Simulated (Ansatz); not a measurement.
A crystal relaxed with r2SCAN in the plane-wave code Ansatz has space group Fm-3m (No. 225) and a = 4.635 Å.

```tsv
atom	site	x	y	z
Xx	4a	0.0000	0.0000	0.0000
S	4b	0.5000	0.0000	0.0000
```

With r2SCAN the valence top lies at K–Γ (0.60 of the way from K) and the conduction bottom at X, 1.33 eV higher; the smallest vertical gap, at X, is 4.60 eV. With HSE06 the valence top lies at K–Γ (0.60 of the way from K) and the conduction bottom at X, 1.73 eV higher; the smallest vertical gap, at X, is 5.21 eV. With PBE the valence top lies at K–Γ (0.60 of the way from K) and the conduction bottom at X, 0.96 eV higher; the smallest vertical gap, at X, is 4.14 eV. Meshes: r2SCAN 10×10×10, HSE06 6×6×6, PBE 10×10×10. r2SCAN's ε∞ is 8.1 in all directions.

Question: Which element is Xx?
A. Be
B. Sr
C. Mg
D. Ca

Answer: A. Xx is Be: rocksalt BeS. Be is surrounded by 6 S at 2.32 Å; S is surrounded by 6 Be at 2.32 Å.

Values at 0 K without nuclear motion; spin polarisation is off, and the phase may be a hypothetical one.

Where an edge lies off the special points, it is a point of the mesh or the k point where a search put PBE's edge or least direct gap, reused for the other functionals, whose own edges may lie a little apart; PBE's own value is read along its path and can be a few hundredths of an eV high.

The meshes of the hybrids are coarse, so their gaps aren't converged to the digits shown.
